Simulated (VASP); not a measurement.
# Ir (Fm-3m) in VASP: settings compared

The runs below take Ir through band structure, with rev-vdW-DF2, PBE.

Program: VASP 6.6.1. These are calculated values, not measurements. Logs are shortened: lines on timing, memory, paths and dates and some standing lists are left out, and cuts for length are marked.

## (1) The crystal as given

The structure is cubic, space group Fm-3m (No. 225). Conventional cell: a = 3.862 Å, b = 3.862 Å, c = 3.862 Å, α = 90.00°, β = 90.00°, γ = 90.00°. Around Ir (site symmetry m-3m) lie 12 Ir at 2.73 Å.

## (2) Band structure, rev-vdW-DF2

INCAR reads:

```
AGGAC = 0.0 ; ALGO = Fast
EDIFF = 1E-6 ; ENCUT = 520
GGA = MK ; ICORELEVEL = 1
ISIF = 2 ; ISMEAR = 1
LASPH = T ; LCHARG = F
LMAXMIX = 4 ; LREAL = F
LUSE_VDW = T ; LWAVE = F
NBANDS = 10 ; NELM = 80
PARAM1 = 0.1234 ; PARAM2 = 0.711357
PREC = Accurate ; SIGMA = 0.1
ZAB_VDW = -1.8867
```

KPOINTS reads:

```
k-points
0
Gamma
  16 16 16
```

POSCAR reads:

```
Ir                                      
1.0
    0.0000000000      1.9310442083      1.9310442083
    1.9310442083      0.0000000000      1.9310442083
    1.9310442083      1.9310442083      0.0000000000
  Ir            
     1
Direct
     0.0000000000000000    0.0000000000000000    0.0000000000000000
```

KPOINTS_OPT reads:

```
explicit points
156
Reciprocal
 0.0000000000  0.0000000000  0.0000000000 1
 0.0357142857  0.0000000000  0.0357142857 1
 0.0714285714  0.0000000000  0.0714285714 1
 0.1071428571  0.0000000000  0.1071428571 1
 0.1428571429  0.0000000000  0.1428571429 1
 0.1785714286  0.0000000000  0.1785714286 1
[... 148 lines left out ...]
 0.5000000000  0.2500000000  0.7500000000 1
 0.5000000000  0.0000000000  0.5000000000 1
```

Potentials or basis: VASP PAW PBE potentials, release 64 (Ir).

The run is started by

```console
> cat potpaw_PBE.64/Ir/POTCAR > POTCAR
> mpirun -np 1 vasp_std > vasp.out
```

OUTCAR:

```text
EDIFF = 1E-6
   ENCUT = 520
   GGA = MK
   ISIF = 2
   ISMEAR = 1
   LASPH = T
   LREAL = F
   NELM = 80
   PREC = Accurate

 ion  position               nearest neighbor table
   1  0.000  0.000  0.000-

  LATTYP: Found a face centered cubic cell.
 ALAT       =     3.8620884166

  Lattice vectors:

 A1 = (   0.0000000000,   1.9310442083,   1.9310442083)
 A2 = (   1.9310442083,   0.0000000000,   1.9310442083)
 A3 = (   1.9310442083,   1.9310442083,   0.0000000000)

Analysis of symmetry for initial positions (statically):
=====================================================================
 Subroutine PRICEL returns:
 Original cell was already a primitive cell.

 Routine SETGRP: Setting up the symmetry group for a
 face centered cubic supercell.

 Subroutine GETGRP returns: Found 48 space group operations
 (whereof 48 operations were pure point group operations)
 out of a pool of 48 trial point group operations.

The static configuration has the point symmetry O_h .

Analysis of symmetry for dynamics (positions and initial velocities):
=====================================================================
 Subroutine PRICEL returns:
 Original cell was already a primitive cell.

 Routine SETGRP: Setting up the symmetry group for a
 face centered cubic supercell.

 Subroutine GETGRP returns: Found 48 space group operations
 (whereof 48 operations were pure point group operations)
 out of a pool of 48 trial point group operations.

The dynamic configuration has the point symmetry O_h .

 Subroutine INISYM returns: Found 48 space group operations
 (whereof 48 operations are pure point group operations),
 and found     1 'primitive' translations

----------------------------------------------------------------------------------------

                                     Primitive cell

  volume of cell :      14.4015

  direct lattice vectors                    reciprocal lattice vectors
     0.000000000  1.931044208  1.931044208    -0.258927267  0.258927267  0.258927267
     1.931044208  0.000000000  1.931044208     0.258927267 -0.258927267  0.258927267
     1.931044208  1.931044208  0.000000000     0.258927267  0.258927267 -0.258927267

  length of vectors
     2.730908909  2.730908909  2.730908909     0.448475183  0.448475183  0.448475183

  position of ions in fractional coordinates (direct lattice)
     0.000000000  0.000000000  0.000000000

  ion indices of the primitive-cell ions
   primitive index   ion index
                 1           1

----------------------------------------------------------------------------------------

 KPOINTS: k-points

Automatic generation of k-mesh.
 Grid dimensions read from file:
 generate k-points for:   16   16   16

 Generating k-lattice:

  Cartesian coordinates                     Fractional coordinates (reciprocal lattice)
    -0.016182954  0.016182954  0.016182954     0.062500000  0.000000000  0.000000000
     0.016182954 -0.016182954  0.016182954     0.000000000  0.062500000  0.000000000
     0.016182954  0.016182954 -0.016182954     0.000000000  0.000000000  0.062500000

  Length of vectors
     0.028029699  0.028029699  0.028029699

  Shift w.r.t. Gamma in fractional coordinates (k-lattice)
     0.000000000  0.000000000  0.000000000

 Subroutine IBZKPT returns following result:
 ===========================================

 Found    145 irreducible k-points:

 Following reciprocal coordinates:
            Coordinates               Weight
  0.000000  0.000000  0.000000      1.000000
  0.062500  0.000000  0.000000      8.000000
  0.125000  0.000000  0.000000      8.000000
  0.187500  0.000000  0.000000      8.000000
  0.250000  0.000000  0.000000      8.000000
  0.312500  0.000000  0.000000      8.000000
[... 16 lines left out ...]
 -0.125000  0.062500  0.000000     24.000000
 -0.062500  0.062500  0.000000     12.000000
 [... further k-points ...]
   k-points           NKPTS =    145   k-points in BZ     NKDIM =    145   number of bands    NBANDS=     10
   number of dos      NEDOS =    301   number of ions     NIONS =      1
   total plane-waves  NPLWV =   8000
   dimension x,y,z NGX =    20 NGY =   20 NGZ =   20
   dimension x,y,z NGXF=    40 NGYF=   40 NGZF=   40
   ions per type =               1
   NGX,Y,Z   is equivalent  to a cutoff of  12.18, 12.18, 12.18 a.u.
   NGXF,Y,Z  is equivalent  to a cutoff of  24.35, 24.35, 24.35 a.u.
 SYSTEM =  unknown system
   PREC   = accura    normal or accurate (medium, high low for compatibility)
   ISTART =      0    job   : 0-new  1-cont  2-samecut
   ICHARG =      2    charge: 1-file 2-atom 10-const
   ISPIN  =      1    spin polarized calculation?
   LNONCOLLINEAR =      F non collinear calculations
   LSORBIT =      F    spin-orbit coupling
   LASPH  =      T    aspherical Exc in radial PAW
   ENCUT  =  520.0 eV  38.22 Ry    6.18 a.u.   5.08  5.08  5.08*2*pi/ulx,y,z
   NELM   =     80;   NELMIN=  2; NELMDL= -5     # of ELM steps
   EDIFF  = 0.1E-05   stopping-criterion for ELM
   LREAL  =      F    real-space projection
   EDIFFG = 0.1E-04   stopping-criterion for IOM
   NSW    =      0    number of steps for IOM
   IBRION =     -1    ionic relax: 0-MD 1-quasi-New 2-CG
   NFREE  =      0    steps in history (QN), initial steepest desc. (CG)
   ISIF   =      2    stress and relaxation
   ISYM   =      2    0-nonsym 1-usesym 2-fastsym
   POTIM  = 0.5000    time-step for ionic-motion
   TEBEG  =    0.0;   TEEND  =   0.0 temperature during run
   PSTRESS=    0.0 pullay stress
   NELECT =       9.0000    total number of electrons
   NUPDOWN=      -1.0000    fix difference up-down
   EMIN   =  10.00;   EMAX   =-10.00  energy-range for DOS
   EFERMI =   0.00;   METHOD = LEGACY
   ISMEAR =     1;   SIGMA  =   0.10  broadening in eV -4-tet -1-fermi 0-gaus
   EFERMI_NEDOS =   21; number of points for ismear=-14 and -15
   IALGO  =     68    algorithm
   IMIX   =      4    mixing-type and parameters
     AMIX     =   0.40;   BMIX     =  1.00
     AMIX_MAG =   1.60;   BMIX_MAG =  1.00
  volume/ion in A,a.u.               =      14.40        97.19
  Fermi-wavevector in a.u.,A,eV,Ry     =   1.399652  2.644959 26.654169  1.959026
  Thomas-Fermi vector in A             =   2.522690
   LORBIT       =      0    0 simple, 1 ext, 2 COOP (PROOUT), +10 PAW based schemes
   GGA     = MK    functional components
   LHFCALC =     F    Hartree Fock is set to
   AEXX    =    0.0000 exact exchange contribution
   IVDW_NL    =     1    kernel type
   BPARAM     = 6.3000
   IVDW    =     0    specifies the selected vdW correction
   LEPSILON=     F    determine dielectric tensor
   LRPA    =     F    only Hartree local field effects (RPA)
 non-spin polarized calculation
 RMM-DIIS sequential band-by-band and
 Methfessel and Paxton  Order N= 1 SIGMA  =   0.10
  energy-cutoff  :      520.00
  volume of cell :       14.40
 maximum number of plane-waves:       399
   NGX = 11   NGY = 11   NGZ = 11

 number of electron       9.0000000 magnetization

 Free energy of the ion-electron system (eV)
  ---------------------------------------------------
  ext. energy  EPLUGINS =         0.00000000
  ---------------------------------------------------
  free energy    TOTEN  =        -6.80416322 eV

  energy without entropy =       -6.80385234  energy(sigma->0) =       -6.80405960

 the core state eigenenergies are
   1-  1s -76087.5436  2s -13295.7730  2p -11545.6020  3s  -3098.2499  3p  -2586.7356
       3d  -2024.7006  4s   -649.0112  4p   -481.3040  4d   -275.5980  4f    -46.9633
       5s    -82.6040  5p    -39.3885

 E-fermi :   9.9898     XC(G=0): -13.8853

 val. band max:        9.9818698083   @ k =   0.3125   0.2500   0.0625
 cond. band min:       9.9940589846   @ k =  -0.3750   0.1875   0.0000
 fundamental gap:      0.0121891763
 Fermi energy:         9.9897834577

 k-point     1 :       0.0000    0.0000    0.0000
  band No.  band energies     occupation
      1      -0.9097      2.00000
      2       6.2191      2.00000
      3       6.2191      2.00000
      4       6.2191      2.00000
      5       8.8329      2.00000
      6       8.8329      2.00000
      7      24.5030      0.00000
      8      29.9027      0.00000
      9      29.9027      0.00000
     10      29.9027      0.00000

 k-point     2 :       0.0625    0.0000    0.0000
  band No.  band energies     occupation
      1      -0.7391      2.00000
      2       6.1305      2.00000
      3       6.2927      2.00000
      4       6.2927      2.00000
      5       8.7865      2.00000
      6       8.7865      2.00000
      7      24.7940      0.00000
      8      29.0104      0.00000
      9      30.1804      0.00000
     10      30.1804      0.00000

 k-point     3 :       0.1250    0.0000    0.0000
  band No.  band energies     occupation
      1      -0.2494      2.00000
      2       5.9130      2.00000
      3       6.4768      2.00000
      4       6.4768      2.00000
      5       8.6967      2.00000
      6       8.6967      2.00000
      7      25.5696      0.00000
      8      27.3409      0.00000
      9      30.9803      0.00000
     10      30.9803      0.00000

 k-point     4 :       0.1875    0.0000    0.0000
  band No.  band energies     occupation
      1       0.4798      2.00000
      2       5.7049      2.00000
      3       6.6482      2.00000
      4       6.6482      2.00000
      5       8.7153      2.00000
      6       8.7153      2.00000
      7      25.5351      0.00000
      8      26.5419      0.00000
      9      32.1990      0.00000
     10      32.1990      0.00000
[... 196 lines left out ...]
 k-point    20 :      -0.3125    0.0625    0.0000
  band No.  band energies     occupation
      1       2.1039      2.00000
      2       6.2974      2.00000
      3       6.4537      2.00000
      4       6.5307      2.00000
      5       9.3831      2.00000
      6      10.3997     -0.00000
      7      21.2356      0.00000
      8      25.7617      0.00000
      9      30.6660      0.00000
     10      33.3037      0.00000

 k-point    21 :      -0.2500    0.0625    0.0000
  band No.  band energies     occupation
      1       1.6463      2.00000
      2       5.6765      2.00000
      3       6.5918      2.00000
      4       6.7232      2.00000
      5       8.7371      2.00000
      6       9.7322      2.00164
      7      23.2783      0.00000
      8      26.7721      0.00000
      9      31.6781      0.00000
     10      33.0145      0.00000

 k-point    22 :      -0.1875    0.0625    0.0000
  band No.  band energies     occupation
      1       0.8913      2.00000
      2       5.5438      2.00000
      3       6.7022      2.00000
      4       6.7825      2.00000
      5       8.3616      2.00000
      6       9.2124      2.00000
      7      25.0835      0.00000
      8      26.9429      0.00000
      9      31.2841      0.00000
     10      33.6728      0.00000

 k-point    23 :      -0.1250    0.0625    0.0000
  band No.  band energies     occupation

------------------------ aborting loop because EDIFF is reached ----------------------------------------

  FORCE on cell =-STRESS in cart. coord.  units (eV):
  Direction    XX          YY          ZZ          XY          YZ          ZX
  --------------------------------------------------------------------------------------
  -------------------------------------------------------------------------------------
  Total        0.0075777      0.0075777      0.0075777      0.0000000      0.0000000      0.0000000
  in kB        0.8430309      0.8430309      0.8430309      0.0000000      0.0000000      0.0000000
  external PRESSURE =       0.8430309 kB  Pullay stress =       0.0000000 kB

 VOLUME and BASIS-vectors are now :
 -----------------------------------------------------------------------------
  energy-cutoff  :      520.00
  volume of cell :       14.40
      direct lattice vectors                 reciprocal lattice vectors
     0.000000000  1.931044208  1.931044208    -0.258927267  0.258927267  0.258927267
     1.931044208  0.000000000  1.931044208     0.258927267 -0.258927267  0.258927267
     1.931044208  1.931044208  0.000000000     0.258927267  0.258927267 -0.258927267

 POSITION                                       TOTAL-FORCE (eV/Angst)
 -----------------------------------------------------------------------------------
      0.00000      0.00000      0.00000         0.000000     -0.000000      0.000000
 -----------------------------------------------------------------------------------
    total drift:                                0.000000      0.000000     -0.000000

  FREE ENERGIE OF THE ION-ELECTRON SYSTEM (eV)
  ---------------------------------------------------
  free  energy   TOTEN  =        -6.8041632231 eV

  energy  without entropy=       -6.8038523450  energy(sigma->0) =       -6.80405960

Total vdW correction in eV:      1.0473871
```

Wall time 24 s (1 thread of Intel Xeon Platinum 8488C (Sapphire Rapids), shared host); peak memory 0.24 GiB.

Results:

- Free energy: -6.8042 eV
- Pressure: 0.1 GPa
- Band gap along the path: none (metal or under the smearing width)

Levels at the corners of the path, in eV from the Fermi level:
```csv
point,band 1,band 2,band 3,band 4,band 5,band 6,band 7,band 8
Γ,-10.90,-3.77,-3.77,-3.77,-1.16,-1.16,14.51,19.91
X,-7.68,-7.12,0.85,1.44,1.44,1.77,10.23,11.66
X,-7.68,-7.12,0.85,1.44,1.44,1.77,10.23,11.66
W,-6.06,-4.72,-4.72,-1.73,1.44,8.02,8.98,8.98
W,-6.06,-4.72,-4.72,-1.73,1.44,8.02,8.98,8.98
K,-6.74,-5.80,-2.78,-0.84,0.60,6.26,7.60,11.29
K,-6.74,-5.80,-2.78,-0.84,0.60,6.26,7.60,11.29
Γ,-10.90,-3.77,-3.77,-3.77,-1.16,-1.16,14.51,19.91
Γ,-10.90,-3.77,-3.77,-3.77,-1.16,-1.16,14.51,19.91
L,-7.89,-3.87,-3.87,-0.65,0.88,0.88,7.06,14.03
L,-7.89,-3.87,-3.87,-0.65,0.88,0.88,7.06,14.03
U,-6.74,-5.80,-2.78,-0.84,0.60,6.26,7.60,11.29
U,-6.74,-5.80,-2.78,-0.84,0.60,6.26,7.60,11.29
W,-6.06,-4.72,-4.72,-1.73,1.44,8.02,8.98,8.98
W,-6.06,-4.72,-4.72,-1.73,1.44,8.02,8.98,8.98
L,-7.89,-3.87,-3.87,-0.65,0.88,0.88,7.06,14.03
L,-7.89,-3.87,-3.87,-0.65,0.88,0.88,7.06,14.03
K,-6.74,-5.80,-2.78,-0.84,0.60,6.26,7.60,11.29
U,-6.74,-5.80,-2.78,-0.84,0.60,6.26,7.60,11.29
X,-7.68,-7.12,0.85,1.44,1.44,1.77,10.23,11.66
```

Core levels (eV, on the scale of the bands):
```csv
atom,levels
1 Ir,"1s -76087.5, 2s -13295.8, 2p -11545.6, 3s -3098.2, 3p -2586.7, 3d -2024.7, 4s -649.0, 4p -481.3, 4d -275.6, 4f -47.0, 5s -82.6, 5p -39.4"
```

Caveat: the PAW data sets were made with another functional, which shifts forces and pressure a little; spin-orbit coupling is left out, which moves the levels of the heavy elements.

(Part 1 of 2 ends here.)
